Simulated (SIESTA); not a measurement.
Al2Au under changes of volume

One of the cells (18.000 Å³/atom); the others are scaled copies at fixed shape and fractional positions:

```
Au Al
1.0
     0.00000    3.00000    3.00000
     3.00000    0.00000    3.00000
     3.00000    3.00000    0.00000
Au Al
1 2
Cartesian
  0.0000 0.0000 0.0000
  4.5000 4.5000 4.5000
  1.5000 1.5000 1.5000
```

| Item | Value |
| --- | --- |
| Program | SIESTA 5.4.2 |
| Functional | LDA |
| Potentials or basis | PseudoDojo 0.4 standard (LDA files) |
| Basis | DZP (energy shift 0.003 Ry; two zetas on semicore shells) |
| Grid cutoff | 800 Ry |
| Energy shift | 0.003 Ry |
| k mesh | 8 × 8 × 8 |
| Occupations | fermi-dirac, width 0.05 eV |
| Spin | no spin polarisation |

```tsv
volume (Å³/atom)	energy over the lowest point (meV/atom)	pressure (GPa)
16.920	11.40	5.5
17.280	2.60	2.6
17.640	0.00	-0.1
18.000	2.94	-2.4
18.360	?	?
18.720	22.83	-6.2
19.080	38.65	-7.8
```

Q: What does the run at 18.360 Å³/atom give?

A: Energy over the lowest point 10.75 meV/atom; pressure -4.4 GPa.

Worked out: A Birch-Murnaghan fit of order 3 (a polynomial in V^(-2/3)) to the other rows has its minimum at 17.62 Å³/atom with B0 = V·E''(V) = 121 GPa and B' = 5.2. It gives 10.74 meV/atom at 18.360 Å³/atom, against the run's 10.75, and -dE/dV = -4.5 GPa, against -4.4.

Energies are extrapolated to zero smearing.

Caveats: short orbitals over semicore shells can move pressures by several GPa; the basis of atomic orbitals isn't converged, which shifts pressures, moduli and gaps.
